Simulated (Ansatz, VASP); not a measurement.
## C in VASP and in Ansatz

The input INCAR:

```
SYSTEM = C
  PREC = Accurate
  ENCUT = 520
  EDIFF = 1E-6
  ISMEAR = 0
  SIGMA = 0.05
  LREAL = .FALSE.
  LASPH = .TRUE.
  NELM = 100
  ALGO = Normal
  ISIF = 2
  LWAVE = .FALSE.
  LCHARG = .FALSE.
  GGA = PE
  NBANDS = 26
```

KPOINTS

```
regular mesh
0
G
  6 6 6
  0 0 0
```

Contents of POSCAR:

```
C
1.0
    3.5668000000      0.0000000000      0.0000000000
    0.0000000000     -3.5668000000      0.0000000000
    0.0000000000      0.0000000000     -3.5668000000
C
8
Direct
    0.5000000000      0.0000000000      0.0504654032
    0.0000000000      0.5000000000      0.0000000000
    0.0000000000      0.0000000000      0.5000000000
    0.5000000000      0.5000000000      0.5000000000
    0.7500000000      0.7500000000      0.7500000000
    0.2500000000      0.2500000000      0.7500000000
    0.2500000000      0.7500000000      0.2500000000
    0.7500000000      0.2500000000      0.2500000000
```

Input for Ansatz:

```yaml
crystal:
  lattice:
    - [3.5668, 0.0, 0.0]
    - [0.0, -3.5668, 0.0]
    - [0.0, 0.0, -3.5668]
  atoms:
    - { symbol: C, position: [0.5, 0.0, 0.0504654032] }
    - { symbol: C, position: [0.0, 0.5, 0.0] }
    - { symbol: C, position: [0.0, 0.0, 0.5] }
    - { symbol: C, position: [0.5, 0.5, 0.5] }
    - { symbol: C, position: [0.75, 0.75, 0.75] }
    - { symbol: C, position: [0.25, 0.25, 0.75] }
    - { symbol: C, position: [0.25, 0.75, 0.25] }
    - { symbol: C, position: [0.75, 0.25, 0.25] }
basis:
  ecutwfc: 420
kpoints:
  mp_grid: { grid: [6, 6, 6] }
hamiltonian:
  xc: pbe
scf:
  occupations: { method: gaussian, width: 0.05 }
output:
  forces: true
  stress: true
  eigenvalues: true
  write_density: true
  write_potential: true
  elf: true
  volumetric_format: npy
```

Alike in both runs: task single point; functional PBE; k mesh 6 × 6 × 6; occupations gaussian, width 0.05 eV; no spin polarisation.

|  | VASP | Ansatz |
| --- | --- | --- |
| version | VASP 6.6.1 | Ansatz 0.2.0 |
| potentials or method | VASP PAW PBE potentials, release 64 (C) | scalar-relativistic, plane waves, PAW |
| plane-wave cutoff (eV) | 520 | 420 |
| valence electrons in the cell | 32 | 32 |

```tsv
	VASP	Ansatz	Ansatz less VASP
gap on the k mesh at the Fermi level (eV)	3.03	3.04	+0.005
least direct gap on the mesh (eV)	3.03	3.04	+0.005
pressure (GPa)	5.8	5.1	-0.68
largest component of the traceless stress (GPa)	2.49	2.34	-0.151
rms of the force components (eV/Å)	1.805	1.797	-0.0080
```

Atom by atom the forces differ by 0.010 eV/Å (rms over components).

Caveats: forces of over 1 eV/Å show positions far from the minimum, so gaps and moduli don't describe the material at rest.
